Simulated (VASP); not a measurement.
# A single sheet of SnSe2: what the settings do to the level below the vacuum, part 2 of 2

Aim: find which settings matter for a slab model of a single sheet of SnSe2, and what they cost.

VASP 6.6.1, plane waves and PAW; the level of theory is named at each step.

So far. Step 18 (Another level, functional optB88-vdW, disp nonlocal): Against the base run its depth below the vacuum changes by +0.01 eV. Step 19 (Another level, functional r2SCAN, disp none): Against the base run its depth below the vacuum changes by +0.12 eV.

### Step 20. Side by side

Times are for 4 MPI ranks of Intel Xeon Platinum 8259CL at 2.50GHz (Skylake/Cascade Lake), shared host. The series side by side:

```
no.  functional  highest filled level below the vacuum (eV)   time  memory (GiB)
  1         PBE                                       6.112  8.4 s          0.66
  2      PBEsol                                       6.144  7.6 s          0.67
  3        RPBE                                       6.037  6.4 s          0.66
  4  optB88-vdW                                       6.339   62 s           1.4
  5      r2SCAN                                       6.445   23 s          0.68
```

### Step 21. With spin orbit coupling

This step: LDA, spin-orbit coupling; plane waves and PAW (Se, Sn) (VASP 6.6.1).

For heavy elements spin-orbit coupling shifts the highest filled levels.

Contents of INCAR:

```
SYSTEM = SnSe2
PREC = Normal
ENCUT = 350
EDIFF = 1E-06
NELM = 120
ISMEAR = 0
SIGMA = 0.05
LREAL = .FALSE.
ALGO = Normal
GGA = CA
LNONCOLLINEAR = .TRUE.
MAGMOM = 0 0 0 0 0 0 0 0 0
NBANDS = 28
GGA_COMPAT = .FALSE.
LASPH = .TRUE.
LSORBIT = .TRUE.
LORBIT = 11
LWAVE = .FALSE.
LCHARG = .FALSE.
KPAR = 4
IDIPOL = 3
LDIPOL = .TRUE.
DIPOL = 0.5 0.5 0.5
LVHAR = .TRUE.
LVACPOTAV = .TRUE.
```

Contents of POSCAR:

```
SnSe2
1.0
    3.8110000000      0.0000000000      0.0000000000
   -1.9055000000      3.3004228140      0.0000000000
    0.0000000000      0.0000000000     18.0557280000
Se Sn
2 1
Direct
    0.3333333330      0.6666666670      0.5846193520
    0.6666666670      0.3333333330      0.4153806480
    0.0000000000      0.0000000000      0.5000000000
```

Contents of KPOINTS:

```
Automatic mesh
0
Gamma
9 9 1
0 0 0
```

PAW data sets: Se and Sn (PBE family, release 64).

Started as:

```
$ mpirun -np 4 vasp_ncl
```

Wall time 21 s (4 MPI ranks of Intel Xeon Platinum 8259CL at 2.50GHz (Skylake/Cascade Lake), shared host); peak memory 1.2 GiB.

This step gave:

| Quantity | Value |
| --- | --- |
| free energy (TOTEN) | -13.75 eV |
| Fermi energy | -2.930 eV |
| vacuum levels | 3.108, 3.108 eV |
| ionisation potentials of the upper and lower face | 6.304, 6.304 eV |
| electron affinities of the upper and lower face | 5.390, 5.390 eV |
| highest filled level below the vacuum | 6.304 eV |
| gap on the k-mesh | 0.9149 eV |
| least direct gap on the k-mesh | 1.181 eV |

The spin moment in the PAW sphere vanishes on all atoms.

Against the base run its depth below the vacuum changes by -0.02 eV.

### Step 22. Cost and result by level

Times are for 4 MPI ranks of Intel Xeon Platinum 8259CL at 2.50GHz (Skylake/Cascade Lake), shared host. The runs compared:

```
no.                       run  electronic cycles  bands  eigenvalues first band  highest filled level below the vacuum (eV)  gap on the k-mesh (eV)   time  memory (GiB)
  1                  base run                 20     14                       1                                       6.328                  0.9236  6.4 s           0.6
  2    series over the cutoff                 19     14                       1                                       6.324                  0.9238  3.6 s          0.46
  3    series over the cutoff                 20     14                       1                                       6.328                  0.9237  4.8 s          0.53
  4  series over the smearing                 20     14                       1                                       6.328                  0.9236  6.2 s          0.59
  5  series over the smearing                 20     14                       1                                       6.333                  0.9263  6.4 s           0.6
  6  with spin orbit coupling                 21     28                       5                                       6.304                  0.9149   21 s           1.2
```

### Step 23. All runs together

This step: slab, study of settings, base LDA; plane waves and PAW (VASP 6.6.1).

This step runs nothing: it gathers the runs above.

This step gave:

- highest filled level below the vacuum: 6.328 eV

Energies of other functionals are not comparable and are left out. All runs:

```
change from the base run  level below the vacuum (eV)  shift (eV)  energy change (meV/atom)  core seconds
                    base                        6.328           0                         0          25.6
              mesh 3 x 3                        6.322      -0.006                     150.3            12
              mesh 6 x 6                        6.317      -0.011                       4.1          20.8
            mesh 12 x 12                        6.325      -0.003                      -0.3          35.2
              vacuum 5 A                            -           -                       2.5          11.2
              vacuum 8 A                        6.309      -0.019                       0.6          15.2
             vacuum 24 A                        6.329           0                      -0.1          37.6
           cutoff 210 eV                        6.324      -0.004                       1.4          14.4
           cutoff 280 eV                        6.328           0                       0.9          19.2
        smearing 0.02 eV                        6.328           0                         0          24.8
         smearing 0.4 eV                        6.333       0.005                       1.5          25.6
                     PBE                        6.112      -0.216                         -          33.6
                  PBEsol                        6.144      -0.184                         -          30.4
                    RPBE                        6.037      -0.291                         -          25.6
              optB88-vdW                        6.339       0.011                         -           248
                  r2SCAN                        6.445       0.117                         -            92
     spin-orbit coupling                        6.304      -0.024                         -            84
```

### Step 24. Outcome

```
highest filled level below the vacuum : 6.33 eV
```

In words: The base run puts the highest filled level 6.33 eV below the vacuum at the upper face. The meshes tried shift it by about 0.01 eV or less. Among the vacuum widths the largest shift is -0.02 eV (vacuum 8 A, at 0.59 times the cost). The lower cutoffs shift it by about 0.01 eV or less. The smearing widths shift it by about 0.01 eV or less. With vacuum 5 A the program printed no vacuum level, so no level is given there, and the line on vacuum widths holds for the others alone. The functionals span 0.41 eV, from RPBE to r2SCAN. The program warns that it found no field-free region at its default tolerance, also in runs whose level could not be checked against a flat part of the potential; that adds doubt to those levels. The thickness of the slab was not varied, and the small cell can't reconstruct. Costs come from a shared host, and the base run also writes a finer density of states, so small ratios mean little. All runs hold the atoms as cut and share one family of PAW data sets, so relaxation and each functional's own lattice are left out.

[Lines on the potential files, build, host, timing and source positions are cut from VASP's logs without a mark.]

[Logs are printed without paths, hosts, clocks, repeated set-up lines and the standing remarks that a program may print on its own settings, such as how far it seeks lower states.]

[Hosts, paths, dates, database ids (printed as entryN), source tags and the programs' standing remarks are cut or masked in the printed files.]

[In band tables of VASP the shares of atoms and orbitals are scaled to a sum of 1 inside the atoms' spheres.]

[Runs that stopped without an error message from VASP are left out.]
